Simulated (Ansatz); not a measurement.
One crystal and one scan (energy against volume) at two levels, PBEsol (plane waves to 420 eV, PAW, scalar-relativistic; Ansatz, a program for electronic structure) and PBE (plane waves to 420 eV, PAW, scalar-relativistic; Ansatz), each from its own relaxed cell and on its own mesh. The cell shown is that of PBEsol.

BeO (wurtzite)

```
CELL_PARAMETERS angstrom
      2.69285     0.00000     0.00000
     -1.34642     2.33208     0.00000
      0.00000     0.00000     4.37286
ATOMIC_POSITIONS crystal
  Be 0.66667 0.33333 0.00147
  Be 0.33333 0.66667 0.50147
  O  0.66667 0.33333 0.62373
  O  0.33333 0.66667 0.12373
```

E(V) scan at fixed shape, V₀ the volume above. The atoms relax within the cell's symmetry.

Energies are smeared free energies. BeO was relaxed with its symmetry unable to fall. With the shape held, the modulus is that of even scaling; a crystal free to change shape is softer. Percentages come from the unrounded values.

Results of PBEsol:

* **Lattice constant a (Å)**: 2.693
* **Lattice constant c (Å)**: 4.373
* **Relaxed volume (Å³/atom)**: 6.87
* **Bulk modulus at fixed cell shape B₀ (third-order Birch-Murnaghan fit) (GPa)**: 217.5

Q: Estimate the PBE values.

A: 
```csv
quantity,PBE,PBEsol − PBE
Lattice constant a (Å),2.712,-0.019 (-0.7 %)
Lattice constant c (Å),4.405,-0.032 (-0.7 %)
Relaxed volume (Å³/atom),7.01,-0.14 (-2.1 %)
Bulk modulus at fixed cell shape B₀ (third-order Birch-Murnaghan fit) (GPa),209.2,+8.3 (+4.0 %)
```

PBEsol gives the higher value for: bulk modulus at fixed cell shape B₀. PBEsol gives the lower value for: lattice constant a; lattice constant c; relaxed volume.

(A scan under strain: stresses follow from slopes of the energy per volume, elastic moduli from its curvatures.)
